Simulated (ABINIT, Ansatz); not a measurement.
# A GW chain in ABINIT: AlN (F-43m)

Aim: the G0W0 gap of AlN (F-43m) on PBE, step by step.

Method: PBE and many-body steps on it, plane waves, in ABINIT 10.8.3.

Report form: the programs' logs are mostly left out.

## Step 1: The starting structure

It takes space group F-43m (No. 216, cubic). Conventional cell: a = 4.368 Å, b = 4.368 Å, c = 4.368 Å, α = 90.00°, β = 90.00°, γ = 90.00°. Al has 4 N at 1.89 Å nearest. Nearest to N lie 4 Al at 1.89 Å. Farther neighbours and most contacts between anions are not listed.

The cell and positions are those that the Materials Project relaxed with its own functionals (PBE, PBE+U or r2SCAN), kept fixed. This is not the form that AlN usually takes at ambient conditions.

## Step 2: Ground state

This step: ABINIT 10.8.3; DFT, PBE, plane waves, norm-conserving pseudopotentials.

The ground-state density comes first.

Contents of run.abi:

```
acell 3*1.0 Angstrom
rprim 
  -0.000000000000 2.183993559600 2.183993559600
  2.183993559600 -0.000000000000 2.183993559600
  2.183993559600 2.183993559600 -0.000000000000
ntypat 2
znucl 13 7
natom 2
typat 1 2
xred 
  0.000000000000 0.000000000000 0.000000000000
  0.750000000000 0.750000000000 0.750000000000
pp_dirpath "pseudos"
pseudos "Al.upf, N.upf"
ecut 36
ngkpt 8 8 8
nshiftk 1
shiftk 0 0 0
kptopt 1
chksymbreak 0
nband 9
occopt 1
tolvrs 1e-10
nstep 60
prtwf 0
optforces 0
optstress 0
indata_prefix "in"
outdata_prefix "out"
tmpdata_prefix "tmp"
```

On the command line:

```bash
OMP_NUM_THREADS=1 mpirun -n 4 abinit run.abi > log
```

It took 4.6 s on 4 MPI ranks of Arm Neoverse V1, shared host; peak memory 0.26 GiB.

This step gave:

```
total energy               : -348.0988 eV
gap                        : 3.325 eV
k of the valence top       : 0, 0, 0
k of the conduction bottom : 0.5, 0.5, 0
least direct gap           : 4.192 eV
```

The gap is indirect, with the least direct gap 0.87 eV higher.

## Step 3: Bands along the symmetry lines

The cheap functional maps the bands first; the places of the edges decide which points the dearer methods must see.

Contents of run.abi:

```
acell 3*1.0 Angstrom
rprim 
  -0.000000000000 2.183993559600 2.183993559600
  2.183993559600 -0.000000000000 2.183993559600
  2.183993559600 2.183993559600 -0.000000000000
ntypat 2
znucl 13 7
natom 2
typat 1 2
xred 
  0.000000000000 0.000000000000 0.000000000000
  0.750000000000 0.750000000000 0.750000000000
pp_dirpath "pseudos"
pseudos "Al.upf, N.upf"
ecut 36
iscf -2
irdden 1
kptopt 0
nkpt 50
kpt 
  0.00000000 0.00000000 0.00000000
  -0.06250000 -0.06250000 0.00000000
  -0.12500000 -0.12500000 0.00000000
  -0.18750000 -0.18750000 0.00000000
  -0.25000000 -0.25000000 0.00000000
  -0.31250000 -0.31250000 0.00000000
  -0.37500000 -0.37500000 0.00000000
  -0.43750000 -0.43750000 0.00000000
  -0.50000000 -0.50000000 0.00000000
  -0.48437500 -0.48437500 0.03125000
  -0.46875000 -0.46875000 0.06250000
  -0.45312500 -0.45312500 0.09375000
  -0.43750000 -0.43750000 0.12500000
  -0.42187500 -0.42187500 0.15625000
  -0.40625000 -0.40625000 0.18750000
  -0.39062500 -0.39062500 0.21875000
  -0.37500000 -0.37500000 0.25000000
  -0.37500000 0.00000000 0.37500000
  -0.32812500 0.00000000 0.32812500
  -0.28125000 0.00000000 0.28125000
  -0.23437500 0.00000000 0.23437500
  -0.18750000 0.00000000 0.18750000
  -0.14062500 0.00000000 0.14062500
  -0.09375000 0.00000000 0.09375000
  -0.04687500 0.00000000 0.04687500
  0.00000000 0.00000000 0.00000000
  0.00000000 0.00000000 0.06250000
  0.00000000 0.00000000 0.12500000
  0.00000000 0.00000000 0.18750000
  0.00000000 0.00000000 0.25000000
  0.00000000 0.00000000 0.31250000
  0.00000000 0.00000000 0.37500000
  0.00000000 0.00000000 0.43750000
  0.00000000 0.00000000 0.50000000
  -0.06250000 -0.03125000 0.46875000
  -0.12500000 -0.06250000 0.43750000
  -0.18750000 -0.09375000 0.40625000
  -0.25000000 -0.12500000 0.37500000
  -0.31250000 -0.15625000 0.34375000
  -0.37500000 -0.18750000 0.31250000
  -0.43750000 -0.21875000 0.28125000
  -0.50000000 -0.25000000 0.25000000
  -0.50000000 -0.28125000 0.21875000
  -0.50000000 -0.31250000 0.18750000
  -0.50000000 -0.34375000 0.15625000
  -0.50000000 -0.37500000 0.12500000
  -0.50000000 -0.40625000 0.09375000
  -0.50000000 -0.43750000 0.06250000
  -0.50000000 -0.46875000 0.03125000
  -0.50000000 -0.50000000 0.00000000
istwfk *1
nband 11
nbdbuf 2
tolwfr 1e-08
nstep 40
prtwf 0
prtvol 0
indata_prefix "in"
outdata_prefix "out"
tmpdata_prefix "tmp"
```

Elapsed: 3.8 s, on 4 MPI ranks; peak memory 0.24 GiB; 15 s of CPU time.

This step gave:

```yaml
gap: 3.325 eV
k_of_the_valence_top: 0, 0, 0
k_of_the_conduction_bottom: -0.5, -0.5, 0
least_direct_gap: 4.192 eV
```

The gap is 3.325 eV, as in the run before at this level.

Electronic bands along the path, in eV, zero at the top of the highest filled band; v1 is the highest filled band, c1 the lowest empty one:

| point | v4 | v3 | v2 | v1 | c1 | c2 | c3 | c4 |
| --- | --- | --- | --- | --- | --- | --- | --- | --- |
| Γ | -14.97 | 0.00 | 0.00 | 0.00 | 4.19 | 12.59 | 12.59 | 12.59 |
| halfway | -13.84 | -2.88 | -0.98 | -0.98 | 5.96 | 10.29 | 11.51 | 14.02 |
| X | -12.28 | -4.90 | -1.78 | -1.78 | 3.32 | 8.65 | 13.92 | 15.70 |
| halfway | -12.27 | -4.73 | -2.47 | -1.67 | 3.96 | 9.19 | 13.67 | 15.23 |
| U | -12.30 | -4.25 | -3.63 | -1.37 | 5.17 | 10.12 | 13.05 | 14.17 |
| jump to K | -12.30 | -4.25 | -3.63 | -1.37 | 5.17 | 10.12 | 13.05 | 14.17 |
| halfway | -13.74 | -3.54 | -1.50 | -0.20 | 7.34 | 10.30 | 11.41 | 12.58 |
| Γ | -14.97 | 0.00 | 0.00 | 0.00 | 4.19 | 12.59 | 12.59 | 12.59 |
| halfway | -14.12 | -3.26 | -0.26 | -0.26 | 6.45 | 10.98 | 12.35 | 12.35 |
| L | -12.92 | -5.86 | -0.48 | -0.48 | 7.39 | 9.85 | 11.17 | 11.17 |
| halfway | -12.60 | -5.14 | -2.22 | -1.12 | 7.11 | 9.26 | 12.17 | 12.69 |
| W | -12.23 | -3.77 | -3.44 | -2.70 | 6.05 | 11.45 | 11.98 | 12.16 |
| halfway | -12.25 | -4.56 | -2.40 | -2.29 | 4.57 | 9.69 | 13.40 | 13.89 |
| X | -12.28 | -4.90 | -1.78 | -1.78 | 3.32 | 8.65 | 13.92 | 15.70 |

## Step 4: Empty states on the mesh, 8×8×8 mesh, 390 bands

The sums over transitions need many empty states on a uniform mesh; this step solves for them.

Contents of run.abi:

```
acell 3*1.0 Angstrom
rprim 
  -0.000000000000 2.183993559600 2.183993559600
  2.183993559600 -0.000000000000 2.183993559600
  2.183993559600 2.183993559600 -0.000000000000
ntypat 2
znucl 13 7
natom 2
typat 1 2
xred 
  0.000000000000 0.000000000000 0.000000000000
  0.750000000000 0.750000000000 0.750000000000
pp_dirpath "pseudos"
pseudos "Al.upf, N.upf"
ecut 36
ngkpt 8 8 8
nshiftk 1
shiftk 0 0 0
kptopt 1
chksymbreak 0
irdden 1
istwfk *1
nband 390
prtvol 0
optdriver 6
gwr_task "HDIAGO"
paral_kgb 0
occopt 1
indata_prefix "in"
outdata_prefix "out"
tmpdata_prefix "tmp"
```

It took 28 s on 4 MPI ranks; peak memory 0.73 GiB.

This step gave:

| Quantity | Value |
| --- | --- |
| gap | 3.325 eV |
| k of the valence top | 0, 0, 0 |
| k of the conduction bottom | 0.5, 0.5, 0 |
| least direct gap | 4.192 eV |
| k points computed | 29 |
| lowest point of the top converged band, above the valence top | 382.1157 eV |

On this mesh the gap is 3.325 eV.

## Step 5: Screening, 8×8×8 mesh, 382 bands, screening to 435.4 eV

The RPA dielectric matrix is built and inverted for each q.

This step: RPA screening on PBE, plane waves, norm-conserving pseudopotentials.

run.abi: that of step 4 with these lines changed.

```diff
@@ -20,10 +20,11 @@
 chksymbreak 0
-irdden 1
 istwfk *1
-nband 390
-prtvol 0
-optdriver 6
-gwr_task "HDIAGO"
-paral_kgb 0
 occopt 1
+irdwfk 1
+optdriver 3
+nband 382
+ecuteps 16
+inclvkb 2
+awtr 1
+symchi 1
 indata_prefix "in"
```

Elapsed: 28 min, on 4 MPI ranks; peak memory 4.5 GiB.

Numbers from this step:

```
ε∞ with local fields, on this mesh, along the program's q direction : 4.269
the same without local fields                                       : 4.710
plasma frequency                                                    : 23.01 eV
plane waves in the screening matrix                                 : 411
```

Local fields lower ε∞ by 9 %.

## Step 6: Self-energy, 8×8×8 mesh, 382 bands, screening to 435.4 eV

The self-energy is evaluated for the states that the input lists, and the levels follow from it, in one-shot runs by the linearised quasiparticle equation.

This step: G0W0 on PBE, plane waves, norm-conserving pseudopotentials.

run.abi: that of step 5 with these lines changed.

```diff
@@ -23,8 +23,17 @@
 irdwfk 1
-optdriver 3
+optdriver 4
 nband 382
+gwcalctyp 0
+ecutsigx 36
+symsigma 1
+nkptgw 2
+kptgw 
+  0.0000000000 0.0000000000 0.0000000000
+  0.5000000000 0.5000000000 0.0000000000
+bdgw 
+  2 8
+  3 6
 ecuteps 16
-inclvkb 2
-awtr 1
-symchi 1
+irdscr 1
+ppmodel 1
 indata_prefix "in"
```

Wall time 5.5 min (4 MPI ranks); peak memory 4.4 GiB; 22 min of CPU time.

This step gave:

```
G0W0 gap on the points computed              : 4.667 eV
starting gap on the mesh                     : 3.325 eV
k of the valence top                         : 0, 0, 0
k of the conduction bottom                   : 0.5, 0.5, 0
Z at the valence top                         : 0.784
Z at the conduction bottom                   : 0.836
least direct G0W0 gap on the computed points : 5.640 eV
```

The gap on the mesh goes from 3.32 eV to 4.67 eV, a correction of +1.34 eV.

Limits: finite bands, cutoff and mesh. v1 is the top filled band, c1 the lowest empty one. The levels before and after the correction (eV, zero at the valence-band top of each column):

|  | conduction bottom | valence top |
| --- | --- | --- |
| Kohn-Sham | 3.32 | 0.00 |
| G0W0 | 4.67 | 0.00 |

|  | level | energy (eV) |
| --- | --- | --- |
| Kohn-Sham | Γ v3-v1 | 0.000 |
| Kohn-Sham | Γ c1 | 4.192 |
| Kohn-Sham | Γ c2-c4 | 12.589 |
| Kohn-Sham | (0.5 0.5 0) v2-v1 | -1.775 |
| Kohn-Sham | (0.5 0.5 0) c1 | 3.325 |
| Kohn-Sham | (0.5 0.5 0) c2 | 8.652 |
| G0W0 | Γ v3-v1 | 0.000 |
| G0W0 | Γ c1 | 5.640 |
| G0W0 | Γ c2-c4 | 14.188 |
| G0W0 | (0.5 0.5 0) v2-v1 | -2.029 |
| G0W0 | (0.5 0.5 0) c1 | 4.667 |
| G0W0 | (0.5 0.5 0) c2 | 10.233 |

## Step 7: Where the time went

Times are wall times on 4 MPI ranks of Arm Neoverse V1, shared host, good to a factor of about two.

| step | time | share | memory (GiB) |
| --- | --- | --- | --- |
| ground state | 4.6 s | 0 % | 0.26 |
| bands along the symmetry lines | 3.8 s | 0 % | 0.24 |
| empty states on the mesh | 28 s | 1 % | 0.73 |
| screening | 28 min | 82 % | 4.5 |
| self-energy | 5.5 min | 16 % | 4.4 |

## Step 8: Outcome

```json
{"PBE gap": "3.32 eV, indirect", "G0W0 gap on the mesh": "4.67 eV", "GW settings": "8×8×8 mesh, 382 bands, screening to 435.4 eV, Godby-Needs plasmon pole", "known limits": "not at the basis limit"}
```

What this shows: G0W0 moves the gap on the mesh from 3.32 eV to 4.67 eV (+1.34 eV), with Z of 0.78 and 0.84 at the edges. Local fields lower the RPA ε∞ on this mesh from 4.71 to 4.27. Only 2 of the mesh's irreducible points were corrected, so a valley elsewhere could overtake. The dearest step here is «screening». Bands and cutoff are finite, so the gap is not at the basis limit. The miss can reach some tenths of an eV and take either sign; the mesh is an error of its own. In the G0W0 run levels were corrected at 2 k points alone, so a gap called «on the mesh» is the least over those, and an edge elsewhere would be missed.

[Paths, hosts, dates, memory and timing lines, banners, echoed tables and standing remarks are left out of the program output.]

[Logs are printed without paths, hosts, clocks, repeated set-up lines and the standing remarks that a program may print on its own settings, such as how far it seeks lower states.]

[Runs of the session that timed out or met a known fault of the program may be left out.]

[Hosts, paths, dates, database ids (printed as entryN), source tags and the programs' standing remarks are cut or masked in the printed files.]

[G0W0 gaps are taken among the corrected bands and points alone; a level outside them can change the order at an edge.]

[Where Ansatz stands beside ABINIT at settings called matched, ABINIT's density can come from a denser mesh and the files from another edition; pairs whose starting gaps differed by over 0.03 eV were left out, so agreement reads better than it is.]
